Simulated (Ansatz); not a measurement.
# TiTe: the cost of one run

Computed with Ansatz 0.2.0 (DFT PBE+U (U = 4 eV, J = 0.5 eV on Ti d), plane waves, PAW, unless a step's input says otherwise).

7 further runs of the same task are left out: 7 that didn't finish.

### 1 Starting point

The structure is cubic, space group F-43m (No. 216). Conventional cell: a = 6.621 Å, b = 6.621 Å, c = 6.621 Å, α = 90.00°, β = 90.00°, γ = 90.00°. Around Ti (site symmetry -43m) lie 4 Te at 2.87 Å. Te (site symmetry -43m) has 4 Ti at 2.87 Å in its first shell of neighbours.

As a file:

```cif
data_structure
_symmetry_space_group_name_H-M 'P 1'
_symmetry_Int_Tables_number 1
_cell_length_a 4.6819
_cell_length_b 4.6819
_cell_length_c 9.3638
_cell_angle_alpha 60.000
_cell_angle_beta 60.000
_cell_angle_gamma 60.000
_cell_volume 145.14
loop_
_atom_site_label
_atom_site_type_symbol
_atom_site_fract_x
_atom_site_fract_y
_atom_site_fract_z
_atom_site_occupancy
Ti1 Ti 0.00000 0.00000 0.00000 1
Te1 Te 0.25000 0.25000 0.12500 1
Ti2 Ti 0.00000 0.00000 0.50000 1
Te2 Te 0.25000 0.25000 0.62500 1
```

Magnetic order typed: antiferromagnetic, doubled cell 0 0 1/2.

### 2 From atoms, symmetry kept, no search

Input file input.yaml:

```yaml
crystal:
  lattice:
    - [0.0, 3.31059896, 3.31059896]
    - [3.31059896, 0.0, 3.31059896]
    - [6.62119792, 6.62119792, 0.0]
  atoms:
    - { symbol: Ti, position: [0.0, 0.0, 0.0], spin: 2.0 }
    - { symbol: Te, position: [0.25, 0.25, 0.125] }
    - { symbol: Ti, position: [0.0, 0.0, 0.5], spin: -2.0 }
    - { symbol: Te, position: [0.25, 0.25, 0.625] }
basis:
  ecutwfc: 420
  ecutrho_ratio: 4
kpoints:
  mp_grid: { grid: [5, 5, 5] }
hamiltonian:
  xc: pbe
  hubbard:
    sites:
      - { site: 0, l: d, u: 4.0, j: 0.5 }
      - { site: 2, l: d, u: 4.0, j: 0.5 }
scf:
  occupations: { method: gaussian, width: 0.05 }
  lower_state_search: "off"
  max_iter: 150
output:
  forces: true
  stress: true
  eigenvalues: true
  populations: true
  hubbard: { sites: [{ site: 0, l: d }, { site: 2, l: d }] }
magnetization:
  spin_polarized: true
```

On the command line:

```
> ansatz run input.yaml --threads 2 --pin off --max-ram 3072MiB --backend cpu --events-out ev --progress --plain --runs-dir out
```

Q: Estimate wall time and peak memory on 2 threads of Arm Neoverse N1, shared host.

About 23 s, with a peak of 0.51 GiB.
